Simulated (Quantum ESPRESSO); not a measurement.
# C in Quantum ESPRESSO: phonons with PBE

Aim: the phonons of C with PBE.

Program: Quantum ESPRESSO 7.5. These are calculated values, not measurements. Logs are shortened: lines on timing, memory, paths and dates and some standing lists are left out, and cuts for length are marked.

## (1) The slab as given

The cell holds a slab with vacuum, 2 atoms: a = 2.460 Å, b = 2.460 Å, c = 14.000 Å, α = 90.00°, β = 90.00°, γ = 120.00°.

The cell was built by a generator and needn't be a form met in nature.

## (2) Phonons, PBE

The input, pw.in:

```
&CONTROL
  calculation = 'scf'
  prefix = 'pwscf'
  outdir = './tmp'
  pseudo_dir = './pseudo'
  tprnfor = .true.
  tstress = .true.
  disk_io = 'low'
/
&SYSTEM
  ibrav = 0
  celldm(1) = 8
  nat = 2
  ntyp = 1
  ecutwfc = 82
  nbnd = 9
  occupations = 'smearing'
  smearing = 'gaussian'
  degauss = 0.0110248
/
&ELECTRONS
  conv_thr = 4d-10
  electron_maxstep = 120
  mixing_beta = 0.5
/
ATOMIC_SPECIES
C     12.0110 C.upf
CELL_PARAMETERS alat
  0.5810907833224   0.0000000000000   0.0000000000000
 -0.2905453916612   0.5032393802622   0.0000000000000
  0.0000000000000   0.0000000000000   3.3070207180951
ATOMIC_POSITIONS crystal
C      0.3333333333    0.6666666667    0.5000000000
C      0.6666666667    0.3333333333    0.5000000000
K_POINTS automatic
30 30 1 0 0 0
```

The input, scf2.in:

```
&CONTROL
  calculation = 'scf'
  prefix = 'pwscf'
  outdir = './tmp'
  pseudo_dir = './pseudo'
  tprnfor = .true.
  tstress = .true.
  disk_io = 'low'
/
&SYSTEM
  ibrav = 0
  celldm(1) = 8
  nat = 2
  ntyp = 1
  ecutwfc = 82
  nbnd = 9
  occupations = 'smearing'
  smearing = 'gaussian'
  degauss = 0.0110248
/
&ELECTRONS
  conv_thr = 1d-13
  electron_maxstep = 120
  mixing_beta = 0.5
  startingpot = 'file'
  startingwfc = 'file'
/
ATOMIC_SPECIES
C     12.0110 C.upf
CELL_PARAMETERS alat
  0.5810907833224   0.0000000000000   0.0000000000000
 -0.2905453916612   0.5032393802622   0.0000000000000
  0.0000000000000   0.0000000000000   3.3070207180951
ATOMIC_POSITIONS crystal
C      0.3333333333    0.6666666667    0.5000000000
C      0.6666666667    0.3333333333    0.5000000000
K_POINTS automatic
30 30 1 0 0 0
```

The input, ph.in:

```
phonons of C
&INPUTPH
  prefix = 'pwscf'
  outdir = './tmp'
  tr2_ph = 1d-18
  fildyn = 'dyn'
  niter_ph = 90
  alpha_mix(1) = 0.4
/
0.0000000000 0.0000000000 0.0000000000
```

The input, dynmat.in:

```
&INPUT
  fildyn = 'dyn'
  asr = 'crystal'
  filout = 'dynmat.disp'
  fileig = 'dynmat.eig'
/
```

Potentials or basis: PseudoDojo 0.4.1 SR PBE standard.

On the command line:

```console
OMP_NUM_THREADS=1 mpirun -n 4 pw.x -nk 4 -in pw.in > pw.out
OMP_NUM_THREADS=1 mpirun -n 4 pw.x -nk 4 -in scf2.in > scf2.out
OMP_NUM_THREADS=1 mpirun -n 4 ph.x -nk 4 -in ph.in > ph.out
OMP_NUM_THREADS=1 mpirun -n 1 dynmat.x -in dynmat.in > dynmat.out
```

pw.out:

```text
This program is part of the open-source Quantum ESPRESSO suite
     for quantum simulation of materials; please cite
[... 6 lines left out ...]
     using ibrav=0 with symmetry is DISCOURAGED, use correct ibrav instead

     K-points division:     npool     =       4
     Subspace diagonalization in iterative solution of the eigenvalue problem:
     a serial algorithm will be used

     G-vector sticks info
     --------------------
     sticks:   dense  smooth     PW     G-vecs:    dense   smooth      PW
     Sum         499     499    151                49791    49791    8333

     Using Slab Decomposition

     bravais-lattice index     =            0
     lattice parameter (alat)  =       8.0000  a.u.
     unit-cell volume          =     495.1371 (a.u.)^3
     number of atoms/cell      =            2
     number of atomic types    =            1
     number of electrons       =         8.00
     number of Kohn-Sham states=            9
     kinetic-energy cutoff     =      82.0000  Ry
     charge density cutoff     =     328.0000  Ry
     scf convergence threshold =      4.0E-10
     mixing beta               =       0.5000
     number of iterations used =            8  plain     mixing
     Exchange-correlation= PBE
                           (   1   4   3   4   0   0   0)

     celldm(1)=   8.000000  celldm(2)=   0.000000  celldm(3)=   0.000000
     celldm(4)=   0.000000  celldm(5)=   0.000000  celldm(6)=   0.000000

     crystal axes: (cart. coord. in units of alat)
               a(1) = (   0.581091   0.000000   0.000000 )
               a(2) = (  -0.290545   0.503239   0.000000 )
               a(3) = (   0.000000   0.000000   3.307021 )

     reciprocal axes: (cart. coord. in units 2 pi/alat)
               b(1) = (  1.720901  0.993563 -0.000000 )
               b(2) = (  0.000000  1.987126  0.000000 )
               b(3) = (  0.000000 -0.000000  0.302387 )

     PseudoPot. # 1 for C  read from file:
     C.upf
     Pseudo is Norm-conserving + core correction, Zval =  4.0
     Generated using ONCVPSP code by D. R. Hamann
     Using radial grid of 1248 points,  4 beta functions with:
                l(1) =   0
                l(2) =   0
                l(3) =   1
                l(4) =   1

     atomic species   valence    mass     pseudopotential
     C                 4.00    12.01100     C ( 1.00)

     24 Sym. Ops., with inversion, found

   Cartesian axes

     site n.     atom                  positions (alat units)
         1        C      tau(   1) = (  -0.0000000   0.3354929   1.6535104  )
         2        C      tau(   2) = (   0.2905454   0.1677465   1.6535104  )

     number of k points=    91  Gaussian smearing, width (Ry)=  0.0110
                       cart. coord. in units 2pi/alat
        k(    1) = (   0.0000000   0.0000000   0.0000000), wk =   0.0022222
        k(    2) = (   0.0000000   0.0662375   0.0000000), wk =   0.0133333
        k(    3) = (   0.0000000   0.1324751   0.0000000), wk =   0.0133333
        k(    4) = (   0.0000000   0.1987126   0.0000000), wk =   0.0133333
        k(    5) = (   0.0000000   0.2649501   0.0000000), wk =   0.0133333
        k(    6) = (   0.0000000   0.3311876   0.0000000), wk =   0.0133333
[... 83 lines left out ...]
        k(   90) = (   0.5162704   0.9604442   0.0000000), wk =   0.0266667
        k(   91) = (   0.5736338   0.9935629   0.0000000), wk =   0.0044444

     Dense  grid:    49791 G-vectors     FFT dimensions: (  27,  27, 160)

     Initial potential from superposition of free atoms

     starting charge       7.9999, renormalised to       8.0000

     negative rho (up, down):  1.228E-05 0.000E+00
     Starting wfcs are    8 randomized atomic wfcs +    1 random wfcs

     Self-consistent Calculation

     iteration #  1     ecut=    82.00 Ry     beta= 0.50
     Davidson diagonalization with overlap
     ethr =  1.00E-02,  avg # of iterations =  7.7

     negative rho (up, down):  4.657E-06 0.000E+00

     total energy              =     -24.08648075 Ry
     estimated scf accuracy    <       0.20084854 Ry

     iteration #  2     ecut=    82.00 Ry     beta= 0.50
     Davidson diagonalization with overlap
     ethr =  2.51E-03,  avg # of iterations =  2.6

     negative rho (up, down):  8.624E-07 0.000E+00

     total energy              =     -24.09248525 Ry
     estimated scf accuracy    <       0.01846398 Ry

     iteration #  3     ecut=    82.00 Ry     beta= 0.50
     Davidson diagonalization with overlap
     ethr =  2.31E-04,  avg # of iterations =  6.5

     total energy              =     -24.09563928 Ry
     estimated scf accuracy    <       0.00058802 Ry

     iteration #  4     ecut=    82.00 Ry     beta= 0.50
     Davidson diagonalization with overlap
     c_bands:  1 eigenvalues not converged
     ethr =  7.35E-06,  avg # of iterations =  6.5

     total energy              =     -24.09567201 Ry
     estimated scf accuracy    <       0.00009186 Ry

     iteration #  5     ecut=    82.00 Ry     beta= 0.50
     Davidson diagonalization with overlap
     ethr =  1.15E-06,  avg # of iterations =  4.0

     total energy              =     -24.09569101 Ry
     estimated scf accuracy    <       0.00000159 Ry

     iteration #  6     ecut=    82.00 Ry     beta= 0.50
     Davidson diagonalization with overlap
     ethr =  1.99E-08,  avg # of iterations =  2.3

     total energy              =     -24.09569135 Ry
     estimated scf accuracy    <       0.00000006 Ry

     iteration #  7     ecut=    82.00 Ry     beta= 0.50
     Davidson diagonalization with overlap
     ethr =  7.03E-10,  avg # of iterations =  2.8

     total energy              =     -24.09569138 Ry
     estimated scf accuracy    <          3.1E-09 Ry

     iteration #  8     ecut=    82.00 Ry     beta= 0.50
     Davidson diagonalization with overlap
     ethr =  3.93E-11,  avg # of iterations =  2.4

     End of self-consistent calculation

          k = 0.0000 0.0000 0.0000 (  6221 PWs)   bands (ev):

   -21.1067  -9.1857  -4.5645  -4.5645   1.7187   2.6715   3.3055   5.4766
     6.4148

          k = 0.0000 0.0662 0.0000 (  6239 PWs)   bands (ev):

   -21.0803  -9.1540  -4.6738  -4.6226   1.7546   2.7076   3.3419   5.5123
     6.4478

          k = 0.0000 0.1325 0.0000 (  6235 PWs)   bands (ev):

   -21.0014  -9.0592  -4.9905  -4.7890   1.8621   2.8159   3.4511   5.6194
     6.5469

          k = 0.0000 0.1987 0.0000 (  6241 PWs)   bands (ev):

   -20.8699  -8.9017  -5.4858  -5.0431   2.0413   2.9962   3.6330   5.7978
     6.7054

          k = 0.0000 0.2650 0.0000 (  6255 PWs)   bands (ev):

   -20.6862  -8.6820  -6.1227  -5.3582   2.2922   3.2483   3.8878   6.0469
     6.8732

          k = 0.0000 0.3312 0.0000 (  6223 PWs)   bands (ev):

   -20.4505  -8.4013  -6.8637  -5.7081   2.6147   3.5718   4.2152   6.3653
     6.9051

          k = 0.0000 0.3974 0.0000 (  6232 PWs)   bands (ev):

   -20.1633  -8.0611  -7.6764  -6.0702   3.0086   3.9656   4.6153   6.7314
     6.8372

          k = 0.0000 0.4637 0.0000 (  6200 PWs)   bands (ev):

   -19.8251  -8.5340  -7.6635  -6.4264   3.4736   4.4258   5.0875   6.2410
     6.7293

          k = 0.0000 0.5299 0.0000 (  6198 PWs)   bands (ev):

   -19.4368  -9.4155  -7.2118  -6.7631   4.0092   4.9010   5.4020   5.6305
     6.6061

          k = 0.0000 0.5961 0.0000 (  6186 PWs)   bands (ev):

   -18.9993 -10.3044  -7.0701  -6.7106   4.3569   4.6143   5.6231   6.2264
     6.5002

          k = 0.0000 0.6624 0.0000 (  6204 PWs)   bands (ev):

   -18.5142 -11.1876  -7.3397  -6.1676   3.4377   5.2859   6.2871   6.3393
     6.9603

          k = 0.0000 0.7286 0.0000 (  6192 PWs)   bands (ev):

   -17.9834 -12.0541  -7.5666  -5.5951   2.5314   5.9865   6.2828   7.0310
     7.7166

          k = 0.0000 0.7949 0.0000 (  6214 PWs)   bands (ev):

   -17.4111 -12.8935  -7.7466  -5.0158   1.6802   6.1159   6.8800   7.8440
     8.5498

          k = 0.0000 0.8611 0.0000 (  6214 PWs)   bands (ev):

   -16.8063 -13.6921  -7.8770  -4.4733   0.9375   6.0604   7.7505   8.7216
     9.4553

          k = 0.0000 0.9273 0.0000 (  6212 PWs)   bands (ev):

   -16.2028 -14.4130  -7.9559  -4.0530   0.3947   6.0226   8.6912   9.6566
    10.4291

          k = 0.0000-0.9936 0.0000 (  6234 PWs)   bands (ev):

   -15.8343 -14.8209  -7.9823  -3.8863   0.1869   6.0096   9.6238   9.7674
    10.5290

          k = 0.0574 0.0994 0.0000 (  6227 PWs)   bands (ev):

   -21.0277  -9.0908  -4.8827  -4.7389   1.8263   2.7798   3.4147   5.5837
     6.5145

          k = 0.0574 0.1656 0.0000 (  6243 PWs)   bands (ev):

   -20.9225  -8.9646  -5.2791  -4.9589   1.9696   2.9241   3.5602   5.7265
     6.6456

          k = 0.0574 0.2318 0.0000 (  6243 PWs)   bands (ev):

   -20.7649  -8.7760  -5.8340  -5.2549   2.1847   3.1403   3.7786   5.9402
     6.8286

          k = 0.0574 0.2981 0.0000 (  6245 PWs)   bands (ev):

   -20.5552  -8.5258  -6.5127  -5.5979   2.4715   3.4282   4.0697   6.2240
     6.9769

          k = 0.0574 0.3643 0.0000 (  6225 PWs)   bands (ev):

   -20.2937  -8.2153  -7.2811  -5.9625   2.8297   3.7870   4.4336   6.5738
     6.9738

          k = 0.0574 0.4305 0.0000 (  6216 PWs)   bands (ev):

   -19.9810  -8.1098  -7.8462  -6.3282   3.2592   4.2150   4.8699   6.6206
     6.8937

          k = 0.0574 0.4968 0.0000 (  6202 PWs)   bands (ev):

   -19.6178  -8.9746  -7.4213  -6.6796   3.7596   4.7014   5.3781   5.7761
     6.7815

          k = 0.0574 0.5630 0.0000 (  6198 PWs)   bands (ev):

   -19.2049  -9.8564  -7.0049  -6.9444   4.3303   4.7696   5.3663   5.9552
     6.6606

          k = 0.0574 0.6293 0.0000 (  6195 PWs)   bands (ev):

   -18.7435 -10.7400  -7.2957  -6.4213   3.8823   4.9697   5.9668   6.4758
     6.6711

          k = 0.0574 0.6955 0.0000 (  6194 PWs)   bands (ev):

   -18.2355 -11.6131  -7.5456  -5.8616   2.9674   5.6717   6.4115   6.6736
     7.3558

          k = 0.0574 0.7617 0.0000 (  6208 PWs)   bands (ev):

   -17.6835 -12.4652  -7.7502  -5.2819   2.0868   6.2374   6.5303   7.4520
     8.1513

          k = 0.0574 0.8280 0.0000 (  6205 PWs)   bands (ev):

   -17.0935 -13.2848  -7.9061  -4.7132   1.2839   6.2062   7.3319   8.2966
     9.0207

          k = 0.0574 0.8942 0.0000 (  6211 PWs)   bands (ev):

   -16.4818 -14.0517  -8.0113  -4.2171   0.6275   6.1581   8.2387   9.2016
     9.9614

          k = 0.0574 0.9604 0.0000 (  6226 PWs)   bands (ev):
[... 261 lines left out ...]
   -16.2318 -12.7693 -10.7587  -3.6819   0.6505   8.5553   9.0644  10.2835
    10.5016

          k = 0.4015 0.8942 0.0000 (  6210 PWs)   bands (ev):

   -15.6442 -13.4176 -10.9329  -3.1424   0.0520   9.4294   9.4394  10.4069
    11.2421

          k = 0.4015 0.9604 0.0000 (  6195 PWs)   bands (ev):

   -15.1191 -13.9792 -11.0152  -2.7666  -0.3538   9.5735  10.2563  10.4397
    11.2645

          k = 0.4589 0.7949 0.0000 (  6195 PWs)   bands (ev):

   -16.2543 -12.5591 -10.9826  -3.6857   0.6894   8.5208   9.0023  10.2676
    10.8810

          k = 0.4589 0.8611 0.0000 (  6203 PWs)   bands (ev):

   -15.6803 -13.0626 -11.3336  -3.1097   0.0784   9.2890   9.3630  11.1248
    11.2919

          k = 0.4589 0.9273 0.0000 (  6199 PWs)   bands (ev):

   -15.1113 -13.6105 -11.5259  -2.5985  -0.4531   9.3538  10.2267  11.1774
    11.7775

          k = 0.4589 0.9936 0.0000 (  6202 PWs)   bands (ev):

   -14.7565 -13.9627 -11.5860  -2.3535  -0.7049   9.3548  10.9629  11.0145
    11.4058

          k = 0.5163 0.8942 0.0000 (  6189 PWs)   bands (ev):

   -15.1159 -13.4194 -11.7579  -2.5392  -0.4874   9.2747  10.1953  11.6068
    11.8624

          k = 0.5163 0.9604 0.0000 (  6202 PWs)   bands (ev):

   -14.5964 -13.8324 -11.9744  -2.0503  -0.9726   9.2193  10.9765  11.5022
    11.9268

          k = 0.5736 0.9936 0.0000 (  6183 PWs)   bands (ev):

   -14.1531 -14.1531 -12.1495  -1.5062  -1.5062   9.1640  11.4427  11.4427
    12.0235

     the Fermi energy is    -1.5062 ev

!    total energy              =     -24.09569138 Ry
     estimated scf accuracy    <          1.2E-10 Ry
     smearing contrib. (-TS)   =      -0.00002765 Ry
     internal energy E=F+TS    =     -24.09566373 Ry

     The total energy is F=E-TS. E is the sum of the following terms:
     one-electron contribution =    -144.36460439 Ry
     hartree contribution      =      73.73759150 Ry
     xc contribution           =      -8.58984759 Ry
     ewald contribution        =      55.12119675 Ry

     convergence has been achieved in   8 iterations

     Forces acting on atoms (cartesian axes, Ry/au):

     atom    1 type  1   force =     0.00000000    0.00000000    0.00000000
     atom    2 type  1   force =    -0.00000000   -0.00000000    0.00000000

     Total force =     0.000000     Total SCF correction =     0.000000

     Computing stress (Cartesian axis) and pressure

          total   stress  (Ry/bohr**3)                   (kbar)     P=        4.83
   0.00005047   0.00000000   0.00000000            7.42        0.00        0.00
   0.00000000   0.00005047   0.00000000            0.00        7.42        0.00
   0.00000000   0.00000000  -0.00000236            0.00        0.00       -0.35

=------------------------------------------------------------------------------=
   JOB DONE.
=------------------------------------------------------------------------------=
```

Wall time 2.4 min (4 MPI ranks of Intel Xeon Platinum 8488C (Sapphire Rapids), shared host); peak memory 0.44 GiB.

Results:

| Property | Result |
| --- | --- |
| Free energy | -327.8386 eV |
| Band gap on the k mesh | none (metal or under the smearing width) |
| Highest phonon frequency at Γ | 1563 cm⁻¹ |

Phonon frequencies in cm⁻¹ (negative: imaginary):
```csv
q point,frequencies
"(0.000, 0.000, 0.000)",-1 -1 3 876 1563 1563
```

Optical modes at Γ, degenerate ones joined:
```
cm⁻¹  components  symmetry  active in
 876           1       B1g     silent
1563           2       E2g      Raman
```

Caveat: the mesh is thin for the phonons of a metal.
